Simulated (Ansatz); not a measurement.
# CdF₂ (Fm-3m) under strain

A 3-atom cell of CdF₂ started from a crystallographic database, relaxed with r2SCAN+rVV10 in the PAW code Ansatz. The symmetry is Fm-3m (No. 225, cubic); a = 5.365 Å in the conventional setting, 12.87 Å³ an atom. Around Cd lie 8 F at 2.32 Å; around F lie 4 Cd at 2.32 Å.

The axes x, y and z are those of this cell:
```xyz
3
Lattice="0.0000 2.6826 2.6826 2.6826 0.0000 2.6826 2.6826 2.6826 0.0000" Properties=species:S:1:pos:R:3 pbc="T T T"
Cd    0.0000    0.0000    0.0000
F     1.3413    1.3413    1.3413
F     4.0239    4.0239    4.0239
```

Unstrained: With PBE the valence top lies at W and the conduction bottom at Γ, 3.147 eV higher; the smallest vertical gap, at Γ, is 3.628 eV. r2SCAN gives an indirect gap of 3.842 eV, from W to Γ; the least direct gap is 4.337 eV at Γ. With HSE06 the valence top lies at W and the conduction bottom at Γ, 5.259 eV higher; the smallest vertical gap, at Γ, is 5.825 eV. Meshes: PBE 8×8×8, r2SCAN 8×8×8, HSE06 6×6×6. Strains are changes of length per length. After each strain the atoms were relaxed again with r2SCAN+rVV10 within the symmetry that the strain leaves, so tilts or polar shifts that break it weren't tested; points keep the names that they have in the unstrained zone. No spin polarisation and no zero-point or thermal motion.

Changes of the least gap in eV (an overlap counts as a negative gap):
```tsv
strain	volume change (%)	space group	PBE	r2SCAN	HSE06
isotropic +3.73 % on every length	+11.6	Fm-3m	-0.393	-0.405	-0.440
biaxial +3.71 % in x and y, z held	+7.6	I4/mmm	-0.316	-0.324	-0.343
```

Isotropic +3.73 % on every length. HSE06: the gap goes from 5.259 to 4.819 eV (-0.440 eV). Stress change with PBE, compression positive: xx -10.83, yy -10.83, zz -10.83 GPa. For HSE06, dE_g/d ln V = -4.0 eV over this step.

Biaxial +3.71 % in x and y, z held. HSE06: the gap goes from 5.259 to 4.916 eV (-0.343 eV); the edges go from W → Γ to (0.203, -1/2, -0.297) → Γ. Stress change with PBE, compression positive: xx -9.08, yy -9.08, zz -5.24 GPa.

Spin-orbit coupling is left out.

Where an edge lies off the special points, it is a point of the mesh or the k point where a search put PBE's edge or least direct gap, reused for the other functionals, whose own edges may lie a little apart.

Coordinates of k points refer to the reciprocal vectors of the primitive cell of the runs.

The meshes of the hybrids are coarse, so their gaps aren't converged to the digits shown.
